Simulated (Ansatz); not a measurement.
GaN under changes of volume

One of the cells (11.444 Å³/atom); the others are scaled copies at fixed shape and fractional positions:

```
Ga N
1.0
     0.00000    2.25350    2.25350
     2.25350    0.00000    2.25350
     2.25350    2.25350    0.00000
Ga N
1 1
Cartesian
  0.0000 0.0000 0.0000
  1.1268 1.1268 1.1268
```

The cell is a database's computed one.

| Property | Result |
| --- | --- |
| Program | Ansatz 0.2.0 |
| Functional | LDA |
| Potentials or basis | Ansatz PAW |
| Cutoff | 420 eV (not typed: the program's choice for these potentials) |
| k mesh | 10 × 10 × 10 |
| Occupations | fermi-dirac, width 0.05 eV |
| Spin | spin-orbit coupling, no magnetisation |

| volume (Å³/atom) | energy over the lowest point (meV/atom) | pressure (GPa) | gap on the mesh (eV) |
| --- | --- | --- | --- |
| 10.757 | 5.08 | 5.8 | 2.13 |
| 10.986 | 0.00 | 1.3 | 1.99 |
| 11.215 | 1.17 | -2.8 | 1.86 |
| 11.444 | 7.92 | -6.5 | 1.73 |
| 11.673 | 19.55 | -9.8 | 1.60 |
| 11.902 | ? | ? | ? |
| 12.131 | 55.74 | -15.3 | 1.35 |

Question: What does the run at 11.902 Å³/atom give?

Answer: Energy over the lowest point 35.66 meV/atom; pressure -12.7 GPa; gap on the mesh 1.47 eV.

Worked out: A Birch-Murnaghan fit of order 3 (a polynomial in V^(-2/3)) to the other rows has its minimum at 11.05 Å³/atom with B0 = V·E''(V) = 203 GPa and B' = 4.5. It gives 35.68 meV/atom at 11.902 Å³/atom, against the run's 35.66, and -dE/dV = -12.7 GPa, against -12.7. A straight line through the other rows of the gap, of slope -6.48 eV per unit of ln V (its deformation potential), gives 1.47 eV, against the run's 1.47.

Energies are extrapolated to zero smearing.

Caveats: the PAW data sets come from PBE, with cores solved anew for the run's functional, which leaves a small shift of forces and pressure.
